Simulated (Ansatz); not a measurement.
The system is Sn.

```
CELL_PARAMETERS angstrom
0.00000 3.23334 3.23334
3.23334 0.00000 3.23334
3.23334 3.23334 0.00000
ATOMIC_POSITIONS crystal
Sn 0.75000 0.75000 0.75000
Sn 0.50000 0.50000 0.50000
```

This isn't the form of Sn at room conditions, which is tetragonal (white tin).

Base run:

* Program: Ansatz 0.2.0
* Functional: BLYP
* Potentials or basis: Ansatz PAW
* Cutoff: 420 eV
* Density cutoff: 1680 eV
* k mesh: 7 × 7 × 7
* Occupations: fermi-dirac, width 0.05 eV
* Spin: no spin polarisation

Its results: band gap on the k mesh none (metal or under the smearing width); pressure 6.5 GPa.

Problem. The run is repeated on the same cell with these changes: functional from BLYP to revPBE. What comes out?

Solution. Band gap on the k mesh none (metal or under the smearing width); pressure 4.8 GPa.

Caveats: the potentials were made for another functional, which shifts forces and pressure; the PAW data sets come from PBE, with cores solved anew for the run's functional, which leaves a small shift of forces and pressure.

Not every run made on this cell is shown here.
